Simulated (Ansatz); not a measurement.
## TiNi in Ansatz: the effect of functional

The system is TiNi.

```
Ni Ti
1.0
     2.78946    0.00000    0.00000
     0.00000    2.78946    0.00000
     0.00000    0.00000    3.65165
Ni Ti
1 1
Cartesian
  0.0000 0.0000 0.0000
  1.3947 1.3947 1.8258
```

The cell comes from a database or a generator and needn't be the stable form of this composition.

The cell isn't the ideal one: volume scaled by 1.06.

Alike in all runs:

```yaml
Program: Ansatz 0.2.0
Task: single point
Potentials_or_basis: Ansatz PAW
k_mesh: 10 × 10 × 8
Occupations: fermi-dirac, width 0.05 eV
Spin: collinear spin, ferromagnetic start
Starting_moments: "[1.0, 1.0] μB"
```

| functional | cutoff | pressure (GPa) | moment (μB) |
| --- | --- | --- | --- |
| LDA | 420 eV (not typed: the program's choice for these potentials) | -18.7 | 0.00 |
| PBEsol | 420 eV (not typed: the program's choice for these potentials) | ? | ? |
| r2SCAN | 500 eV (not typed: the program's choice for these potentials) | -10.5 | 0.67 |

Task: What does the run with functional PBEsol give?

Result: Pressure -13.7 GPa; moment 0.00 μB.

Caveats: the PAW data sets come from PBE, with cores solved anew for the run's functional, which leaves a small shift of forces and pressure; the starting moments weren't kept (some runs); the magnetic or orbital state may not be the lowest (some runs).

Runs at the PBE level aren't shown here.
